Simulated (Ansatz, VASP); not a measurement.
# One calculation of Sb, two programs

INCAR

```
SYSTEM = Sb
PREC = Accurate
ENCUT = 520
EDIFF = 1E-8
ISMEAR = -1
SIGMA = 0.05
LREAL = .FALSE.
LASPH = .TRUE.
NELM = 80
ALGO = Normal
ISIF = 2
LWAVE = .FALSE.
LCHARG = .FALSE.
GGA = PE
LEFG = .TRUE.
NBANDS = 8
```

KPOINTS

```
regular mesh
0
G
  13 13 13
  0 0 0
```

POSCAR

```
Sb
1.0
    3.1600000000     -0.0158000000     -0.0158000000
   -0.0158000000      3.1600000000     -0.0158000000
   -0.0158000000     -0.0158000000      3.1600000000
Sb
1
Direct
    0.0000000000      0.0000000000      0.0000000000
```

Input for Ansatz:

```yaml
crystal:
  lattice:
    - [3.16, -0.0158, -0.0158]
    - [-0.0158, 3.16, -0.0158]
    - [-0.0158, -0.0158, 3.16]
  atoms:
    - { symbol: Sb, position: [0.0, 0.0, 0.0] }
kpoints:
  mp_grid: { grid: [13, 13, 13] }
scf:
  occupations: { method: fermi_dirac, width: 0.05 }
hamiltonian:
  xc: pbe
  pseudopotentials: { kind: paw }
output:
  forces: true
  stress: true
  eigenvalues: true
  efg: { contact_densities: true }
```

Change from the starting cell: equal xy, yz and zx shear strains of -1 %, PAW files.

Alike in both runs: task electric field gradients; functional PBE; k mesh 13 × 13 × 13; occupations fermi-dirac, width 0.05 eV; no spin polarisation.

```csv
,VASP,Ansatz
version,VASP 6.6.1,Ansatz 0.2.0
potentials or method,"VASP PAW PBE potentials, release 64 (Sb)","PAW with Ansatz's default frozen-core files, scalar-relativistic"
plane-wave cutoff (eV),520,420
valence electrons in the cell,5,15
```

VASP gave:

- pressure (GPa): -2.6
- largest component of the traceless stress (GPa): 0.13
- Vzz of the field gradient on the site that differs most (V/Å²): -7.5

What did Ansatz give for the same quantities?

Pressure (GPa): -2.5; largest component of the traceless stress (GPa): 0.13; Vzz of the field gradient on the site that differs most (V/Å²): -7.7.

With one functional, cell and mesh, what is left measures potentials, basis and numerics. The two sets of potentials don't hold the same shells in valence. Ansatz warned: «gradients_without_spin_orbit».

The runs have no spin-orbit coupling, so splittings on Sb are missing.
